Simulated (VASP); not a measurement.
A run of VASP 6.6.1 is set up as follows.

Contents of run.py:

```python
from ase.calculators.vasp import Vasp
from ase.dft.bandgap import bandgap
from ase.io import read

atoms = read('Be.cif')
calc = Vasp(
    directory='calc',
    xc='pbe',
    pp='PBE',
    setups='materialsproject',
    prec='Accurate',
    encut=520,
    ediff=1e-06,
    ismear=0,
    sigma=0.05,
    lreal=False,
    lasph=True,
    nelm=60,
    algo='Normal',
    isif=2,
    lwave=False,
    lcharg=True,
    ivdw=1,
    kpts=[13, 13, 8],
    gamma=True,
)
atoms.calc = calc

print('energy (eV):', atoms.get_potential_energy())
print('free energy (eV):', atoms.get_potential_energy(force_consistent=True))
efermi = calc.get_fermi_level()
print('Fermi level (eV):', efermi)
path = atoms.cell.bandpath(npoints=60, eps=1e-4)
print('path:', path.path)
calc.set(kpts=path.kpts, reciprocal=True, icharg=11, isym=0, lcharg=False)
calc.calculate(atoms)
print('gap on the path (eV):', bandgap(calc, efermi=efermi)[0])
print('direct gap on the path (eV):', bandgap(calc, efermi=efermi, direct=True)[0])
```

Contents of Be.cif:

```cif
data_Be
_cell_length_a 2.28530000
_cell_length_b 2.28530000
_cell_length_c 3.58420000
_cell_angle_alpha 90.00000000
_cell_angle_beta 90.00000000
_cell_angle_gamma 120.00000000
_space_group_name_H-M_alt 'P1'
_space_group_name_Hall 'P 1'
_space_group_IT_number 1
loop_
_space_group_symop_operation_xyz
'x,y,z'
loop_
_atom_site_label
_atom_site_type_symbol
_atom_site_symmetry_multiplicity
_atom_site_Wyckoff_symbol
_atom_site_fract_x
_atom_site_fract_y
_atom_site_fract_z
_atom_site_occupancy
Be1 Be 1 a 0.6666666667 0.3333333333 0.7500000000 1
Be2 Be 1 a 0.3333333333 0.6666666667 0.2500000000 1
```

Potentials or basis: VASP PAW PBE potentials, release 64 (Be_sv).

Command:

```sh
$ python run.py
```

(1) Estimate the dispersion energy per atom.

(2) What does it give for the band gap along the path?

## Answers

(1) -0.125 eV.

(2) none (metal or under the smearing width).

Caveat: the log is that of the step along the path at fixed density, whose energy, stress, charges and moments have no meaning; atom-pairwise D2, TS and ULG terms overbind metals.
